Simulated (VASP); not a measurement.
Here is a VASP 6.6.1 calculation.

File INCAR:

```
SYSTEM = InAs
PREC     = Accurate       ! precision mode
ENCUT    = 600            ! plane-wave cutoff, eV
EDIFF    = 1E-7           ! SCF threshold, eV
ISMEAR   = 0              ! smearing method
SIGMA    = 0.03           ! smearing width, eV
LREAL    = .FALSE.        ! projectors in reciprocal space
LASPH    = .TRUE.         ! aspherical terms in the spheres
NELM     = 80             ! most SCF steps
ALGO     = Normal         ! electronic algorithm
ISIF     = 2              ! what is computed and relaxed
LWAVE    = .FALSE.        ! write WAVECAR
LCHARG   = .FALSE.        ! write CHGCAR
GGA      = PE             ! functional
IVDW     = 12             ! dispersion correction
IBRION   = 2              ! ionic algorithm
NSW      = 40             ! ionic steps
EDIFFG   = -0.01          ! ionic threshold
```

Contents of KPOINTS:

```
regular mesh
0
G
  10 10 10
  0 0 0
```

Contents of POSCAR:

```
InAs                                    
1.0
    0.0000000000      2.9943657096      2.9943657096
    2.9943657096      0.0000000000      2.9943657096
    2.9943657096      2.9943657096      0.0000000000
  In              As            
     1     1
Direct
     0.0000000000000000    0.0000000000000000    0.0000000000000000
     0.2500000000000000    0.2500000000000000    0.2500000000000000
```

Potentials or basis: VASP PAW PBE potentials, release 64 (In_d, As).

Run with:

```bash
$ cat potpaw_PBE.64/In_d/POTCAR potpaw_PBE.64/As/POTCAR > POTCAR
$ mpirun -np 1 vasp_std > vasp.out
```

Question: Estimate the dispersion energy per atom.

Answer: -0.334 eV.

Question: What does it give for the band gap on the k mesh?

Answer: None (metal or under the smearing width).

Final structure:
```
CELL_PARAMETERS angstrom
0.00000 2.99437 2.99437
2.99437 0.00000 2.99437
2.99437 2.99437 0.00000
ATOMIC_POSITIONS crystal
In 0.00000 0.00000 0.00000
As 0.25000 0.25000 0.25000
```

Caveat: the relaxation stopped at its first step, so nothing moved.
